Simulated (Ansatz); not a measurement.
# CdS: the change of band gap with volume per atom

Periodic Kohn-Sham DFT of a crystal at fixed atoms; Kohn-Sham levels at symmetry points; band -1 is the highest filled and +1 the lowest empty one at that point, spin up along a +z start moment. The results are calculated, by Ansatz 0.2.0.

Cell of the first row (space group F-43m, No. 216):
```
CELL_PARAMETERS angstrom
0.00000 2.88290 2.88290
2.88290 0.00000 2.88290
2.88290 2.88290 0.00000
ATOMIC_POSITIONS crystal
Cd 0.00000 0.00000 0.00000
S 0.75000 0.75000 0.75000
```

Settings of every row: method all-electron LAPW; functional PBE; relativity scalar; k mesh 7x7x7; filling fermi-dirac; smearing width 0.02 eV; basis error target 0.5 meV/atom; nucleus gaussian.

Atom start moment: 0 on all atoms.

Limits: semilocal functionals tend to give too small a gap; no spin-orbit coupling, which shifts gaps with heavier elements (CdS).

| row | volume per atom (Å³) | band gap (eV) | smallest direct gap on path (eV) |
| --- | --- | --- | --- |
| 1 | 23.96 | 1.219 | 1.219 |
| 2 | 24.469 | 1.174 | 1.174 |
| 3 | 24.979 | 1.13 | 1.13 |
| 4 | 25.234 | 1.109 | 1.109 |
| 5 | 25.489 | 1.087 | 1.087 |
| 6 | 25.744 | ? | ? |
| 7 | 25.999 | 1.043 | 1.043 |
| 8 | 26.508 | 1 | 1 |
| 9 | 27.018 | 0.957 | 0.957 |

Question: what band gap should row 6 give?

Worked fit of band gap. Take t = volume per atom − 25, in Å³. The shown rows have t = -1.04, -0.531, -0.021, 0.234, 0.489, 0.999, 1.508, 2.018. Their means are 0.457 and 1.0899 eV; the sums about the means are S_tt = 7.331 and S_ty = -0.6272, whose ratio is the slope. Least squares give band gap = 1.129 − 0.08555 × t eV. The rows lie off it by 0.001, 0.000, -0.001, 0.000, 0.000, -0.001, 0.000, 0.001. The withheld row has t = 0.744, so the fit gives 1.129 − 0.08555 × (0.744) = 1.065 eV.

The calculation gave 1.065 eV. The fit meets it to the printed digit.

The other values of row 6: smallest direct gap on path 1.065 eV.
